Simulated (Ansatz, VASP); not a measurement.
**CuO: VASP beside Ansatz**

```
Cu O
1.0
     2.34200   -1.71150    0.00000
     2.34200    1.71150    0.00000
    -0.85006    0.00000    5.05807
Cu O
2 2
Direct
  0.00000 0.50000 0.00000
  0.50000 0.00000 0.50000
  0.58160 0.41840 0.25000
  0.41840 0.58160 0.75000
```

Alike in both runs: task single point; functional PBE; k mesh 8 × 8 × 5; occupations gaussian, width 0.02 eV; no spin polarisation; Hubbard terms Cu d U = 6.0 eV.

|  | VASP | Ansatz |
| --- | --- | --- |
| version | VASP 6.6.1 | Ansatz 0.2.0 |
| potentials or method | VASP PAW PBE potentials, release 64 (Cu, O) | scalar-relativistic, plane waves, PAW |
| plane-wave cutoff (eV) | 520 | 420 |
| valence electrons in the cell | 34 | 50 |

VASP gave:

```
pressure (GPa)                                  : 1.8
largest component of the traceless stress (GPa) : 1.30
rms of the force components (eV/Å)              : 0.071
```

**Question.** Estimate Ansatz's values.

**Answer.** Pressure (GPa): 8.8; largest component of the traceless stress (GPa): 1.65; rms of the force components (eV/Å): 0.046.

The programs project onto different local orbitals, so the same U acts differently. Atom by atom the forces differ by 0.026 eV/Å (rms over components). The two sets of potentials don't hold the same shells in valence. Ansatz warned: «filled_band_counts_differ_across_k_points».

Caveats: the run has no spin polarisation, though such a crystal can be magnetic; U without spin polarisation on a metal has little footing.
